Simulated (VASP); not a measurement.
Hg, 1 atom in the cell. The typed cell holds 1 atom: a = 3.244 Å, b = 3.298 Å, c = 3.244 Å, α = 109.38°, β = 109.30°, γ = 108.86°.  The cell isn't the ideal one: cell strained at random at fixed volume.

| Property | Result |
| --- | --- |
| Program | VASP 6.6.1 |
| Task | relaxation of cell and atoms |
| Functional | PW91 |
| Potentials or basis | VASP PAW PBE potentials, release 64 (Hg) |
| Cutoff | 600 eV |
| k mesh | 7 × 7 × 7 |
| Occupations | methfessel-paxton, width 0.2 eV |
| Spin | spin-orbit coupling, no magnetisation |
| Further INCAR settings | ALGO = Normal; EDIFF = 1e-06; IBRION = 2; EDIFFG = -0.02; NSW = 60; ISIF = 3 |

Potentials or basis: VASP PAW PBE potentials, release 64 (Hg).

Command:

```console
$ cat potpaw_PBE.64/Hg/POTCAR > POTCAR
$ mpirun -np 1 vasp_ncl > vasp.out
```

Hardware: 1 thread of Intel(R) Xeon(R) Platinum 8488C (Sapphire Rapids) (shared host).

Problem. Estimate the wall time of this run.

Solution. Run time: 5.2 min on 1 thread of Intel(R) Xeon(R) Platinum 8488C (Sapphire Rapids) (shared host), peak memory 0.36 GiB. Counts: scf iterations 24, k points 172, ion steps 3.
